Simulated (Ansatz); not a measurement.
## SnO2: band structure with r2SCAN

SnO2:

```
Sn O
1.0
    -3.24890    3.41447    3.41402
     3.24890   -3.41447    3.41402
     3.24890    3.41447   -3.41402
Sn O
4 8
Cartesian
  -1.6244 1.7072 1.7070
  1.6244 1.7072 1.7070
  3.2489 -1.7072 1.7316
  0.0000 5.1217 1.6824
  1.6068 1.7072 3.7998
  -1.6068 1.7072 3.7998
  0.0000 0.3858 1.6793
  0.0000 3.0287 1.6793
  3.2489 0.3858 1.7347
  4.8557 1.7072 -0.3858
  3.2489 3.0287 1.7347
  1.6421 1.7072 -0.3858
```

The cell is a database's computed one.

* Program: Ansatz 0.2.0
* Task: band structure
* Functional: r2SCAN
* Potentials or basis: Ansatz PAW
* Cutoff: 500 eV (not typed: the program's choice for these potentials)
* k mesh: 6 × 6 × 6
* Occupations: fermi-dirac, width 0.05 eV
* Spin: no spin polarisation
* Path: [["G", "X", "L", "T", "W", "R", "X1", "Z", "G", "Y", "S", "W"], ["L1", "Y"], ["Y1", "Z"]]
* Points for each segment of the path: 10

```
Pressure                : -8.4 GPa
Largest force           : 0.082 eV/Å
Band gap on the k mesh  : 1.27 eV
Band gap along the path : 1.27 eV
```

Forces on the atoms (eV/Å):
```
Sn   0.000  0.000  0.000
Sn   0.000  0.000  0.000
Sn   0.000  0.000 -0.072
Sn   0.000  0.000  0.072
O    0.042  0.000  0.069
O   -0.042  0.000  0.069
O    0.000  0.070  0.043
O    0.000 -0.070  0.043
O    0.000  0.070 -0.043
O    0.042  0.000 -0.069
O    0.000 -0.070 -0.043
O   -0.042  0.000 -0.069
```

Stress tensor (GPa, compression positive):
```
-10.06   0.00   0.00
  0.00  -7.62   0.00
  0.00   0.00  -7.59
```

Levels at the corners of the path, in eV from the valence-band top:
| point | band 50 | band 51 | band 52 | band 53 | band 54 | band 55 |
| --- | --- | --- | --- | --- | --- | --- |
| Γ | -0.72 | -0.72 | 0.00 | 1.27 | 5.08 | 5.08 |
| X | -1.19 | -0.87 | -0.86 | 4.93 | 4.93 | 6.16 |
| L | -1.19 | -0.87 | -0.86 | 4.93 | 4.93 | 6.16 |
| T | -0.80 | -0.50 | -0.47 | 4.66 | 4.66 | 6.32 |
| W | -0.78 | -0.77 | -0.77 | 5.65 | 5.65 | 5.66 |
| R | -0.81 | -0.49 | -0.49 | 4.66 | 4.66 | 6.33 |
| X1 | -1.19 | -0.87 | -0.86 | 4.93 | 4.93 | 6.16 |
| Z | -1.20 | -0.87 | -0.87 | 4.92 | 4.92 | 6.32 |
| Γ | -0.72 | -0.72 | 0.00 | 1.27 | 5.08 | 5.08 |
| Y | -1.20 | -0.87 | -0.87 | 4.92 | 4.92 | 6.32 |
| S | -0.70 | -0.59 | -0.59 | 4.51 | 4.51 | 6.58 |
| W | -0.78 | -0.77 | -0.77 | 5.65 | 5.65 | 5.66 |
| L1 | -1.19 | -0.87 | -0.86 | 4.93 | 4.93 | 6.16 |
| Y | -1.20 | -0.87 | -0.87 | 4.92 | 4.92 | 6.32 |
| Y1 | -1.20 | -0.87 | -0.87 | 4.92 | 4.92 | 6.32 |
| Z | -1.20 | -0.87 | -0.87 | 4.92 | 4.92 | 6.32 |

Wall time 59 s on 4 threads of Arm Neoverse V1, on a shared host, peak memory 1.7 GiB.

Caveat: spin-orbit coupling is left out, which moves the levels of the heavy elements; the PAW data sets come from PBE, with cores solved anew for the run's functional, which leaves a small shift of forces and pressure. r2SCAN opens gaps a little over a GGA but as a rule still falls short of measured ones.
